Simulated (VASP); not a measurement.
Here is a VASP 6.6.1 calculation.

The input POSCAR:

```
BP
1.0
    0.0000000000      2.2690000000      2.2690000000
    2.2690000000      0.0000000000      2.2690000000
    2.2690000000      2.2690000000      0.0000000000
P B
1 1
Direct
    0.7500000000      0.7500000000      0.7500000000
    0.0000000000      0.0000000000      0.0000000000
```

The input INCAR.step1:

```
ALGO = Normal
EDIFF = 1E-7
ENCUT = 520
GGA = 91
ISIF = 2
ISMEAR = -1
LASPH = True
LCHARG = True
LREAL = False
LWAVE = False
NBANDS = 11
NELM = 60
PREC = Accurate
SIGMA = 0.05
```

The input KPOINTS.step1:

```
k-points
0
Gamma
  10 10 10
```

The input INCAR.step2:

```
ALGO = Normal
EDIFF = 1E-7
ENCUT = 520
GGA = 91
ICHARG = 11
ISIF = 2
ISMEAR = 0
LASPH = True
LCHARG = False
LREAL = False
LWAVE = False
NBANDS = 11
NELM = 60
PREC = Accurate
SIGMA = 0.05
```

Contents of KPOINTS.step2:

```
path GXWKGLUWLK,UX
10
line-mode
reciprocal
 0.0000000000  0.0000000000  0.0000000000  G
 0.5000000000  0.0000000000  0.5000000000  X

 0.5000000000  0.0000000000  0.5000000000  X
 0.5000000000  0.2500000000  0.7500000000  W

 0.5000000000  0.2500000000  0.7500000000  W
 0.3750000000  0.3750000000  0.7500000000  K

 0.3750000000  0.3750000000  0.7500000000  K
 0.0000000000  0.0000000000  0.0000000000  G

 0.0000000000  0.0000000000  0.0000000000  G
 0.5000000000  0.5000000000  0.5000000000  L

 0.5000000000  0.5000000000  0.5000000000  L
 0.6250000000  0.2500000000  0.6250000000  U

 0.6250000000  0.2500000000  0.6250000000  U
 0.5000000000  0.2500000000  0.7500000000  W

 0.5000000000  0.2500000000  0.7500000000  W
 0.5000000000  0.5000000000  0.5000000000  L

 0.5000000000  0.5000000000  0.5000000000  L
 0.3750000000  0.3750000000  0.7500000000  K

 0.6250000000  0.2500000000  0.6250000000  U
 0.5000000000  0.0000000000  0.5000000000  X
```

Potentials or basis: VASP PAW PBE potentials, release 64 (P, B).

Command:

```sh
$ cat potpaw_PBE.64/P/POTCAR potpaw_PBE.64/B/POTCAR > POTCAR
$ cp INCAR.step1 INCAR
$ cp KPOINTS.step1 KPOINTS
$ mpirun -np 1 vasp_std > vasp.out
$ cp INCAR.step2 INCAR
$ cp KPOINTS.step2 KPOINTS
$ mpirun -np 1 vasp_std > vasp.out
```

Predict the band gap on the k mesh.

1.27 eV, indirect (least direct gap 3.43 eV).

Predict the band gap along the path.

1.28 eV, indirect (least direct gap 3.43 eV).

Levels at the corners of the path, in eV from the valence-band top:
```csv
point,band 1,band 2,band 3,band 4,band 5,band 6,band 7,band 8
Γ,-15.43,0.00,0.00,0.00,3.43,3.43,3.43,7.38
X,-10.58,-8.56,-4.10,-4.10,1.37,1.69,12.13,12.13
X,-10.58,-8.56,-4.10,-4.10,1.37,1.69,12.13,12.13
W,-10.31,-8.04,-5.65,-5.45,5.36,6.79,7.27,7.49
W,-10.31,-8.04,-5.65,-5.45,5.36,6.79,7.27,7.49
K,-10.59,-8.14,-6.20,-3.49,2.18,6.03,9.76,10.64
K,-10.59,-8.14,-6.20,-3.49,2.18,6.03,9.76,10.64
Γ,-15.43,0.00,0.00,0.00,3.43,3.43,3.43,7.38
Γ,-15.43,0.00,0.00,0.00,3.43,3.43,3.43,7.38
L,-12.11,-9.01,-1.75,-1.75,3.80,4.75,4.75,10.15
L,-12.11,-9.01,-1.75,-1.75,3.80,4.75,4.75,10.15
U,-10.59,-8.14,-6.20,-3.49,2.18,6.03,9.76,10.64
U,-10.59,-8.14,-6.20,-3.49,2.18,6.03,9.76,10.64
W,-10.31,-8.04,-5.65,-5.45,5.36,6.79,7.27,7.49
W,-10.31,-8.04,-5.65,-5.45,5.36,6.79,7.27,7.49
L,-12.11,-9.01,-1.75,-1.75,3.80,4.75,4.75,10.15
L,-12.11,-9.01,-1.75,-1.75,3.80,4.75,4.75,10.15
K,-10.59,-8.14,-6.20,-3.49,2.18,6.03,9.76,10.64
U,-10.59,-8.14,-6.20,-3.49,2.18,6.03,9.76,10.64
X,-10.58,-8.56,-4.10,-4.10,1.37,1.69,12.13,12.13
```

Caveat: the log is that of the step along the path at fixed density, whose energy, stress, charges and moments have no meaning. As with any semilocal functional, this PW91 gap is likely too small.
